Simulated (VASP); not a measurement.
Write the native input for VASP 6.6.1 that does the following.

* Task: relaxation of cell and atoms
* Functional: r2SCAN
* Potentials or basis: VASP PAW PBE potentials, release 64 (Mg, O)
* Cutoff: 600 eV
* k mesh: 12 × 12 × 12
* Occupations: gaussian, width 0.03 eV
* Spin: no spin polarisation
* Target pressure: 0.61 GPa
* Further INCAR settings: ALGO = Normal; EDIFF = 1e-06; IBRION = 2; EDIFFG = -0.01; NSW = 90; ISIF = 3
* Target pressure: 0.61 GPa

The structure of MgO (Periclase) lies in POSCAR:

```
MgO
1.0
    0.0000000000      2.1085000000      2.1085000000
    2.1085000000      0.0000000000      2.1085000000
    2.1085000000      2.1085000000      0.0000000000
Mg O
1 1
Direct
    0.0000000000      0.0000000000      0.0000000000
    0.5000000000      0.5000000000      0.5000000000
```

One way to write it, as run:

INCAR

```
ALGO = Normal ; EDIFF = 1E-6
EDIFFG = -0.01 ; ENCUT = 600
IBRION = 2 ; ISIF = 3
ISMEAR = 0 ; LASPH = True
LCHARG = False ; LMIXTAU = True
LREAL = False ; LWAVE = False
METAGGA = R2SCAN ; NELM = 80
NSW = 90 ; PREC = Accurate
PSTRESS = 6.1 ; SIGMA = 0.03
```

KPOINTS

```
k-points
0
Gamma
  12 12 12
```

Potentials or basis: VASP PAW PBE potentials, release 64 (Mg, O).

Run with:

```sh
$ cat potpaw_PBE.64/Mg/POTCAR potpaw_PBE.64/O/POTCAR > POTCAR
$ mpirun -np 1 vasp_std > vasp.out
```

It gave:

The relaxed volume is 9.18 Å³/atom and the relaxed cell is a = 2.961 Å, b = 2.961 Å, c = 2.961 Å, α = 60.00°, β = 60.00°, γ = 60.00°. The space group after relaxing (to 0.05 Å) is Fm-3m (No. 225). The energy change on relaxing (the enthalpy is what falls) is -1.4 meV/atom. The ionic steps are 3, the pressure after relaxing is 0.6 GPa and the band gap on the k mesh is 5.78 eV, direct.

Caveat: the cell is relaxed towards a set pressure, so the enthalpy falls and the energy may rise; the PAW data sets were made with another functional, which shifts forces and pressure a little.

Wall time 100 s on 1 thread of AMD EPYC 9R14 (Zen 4), on a shared host, peak memory 0.13 GiB.
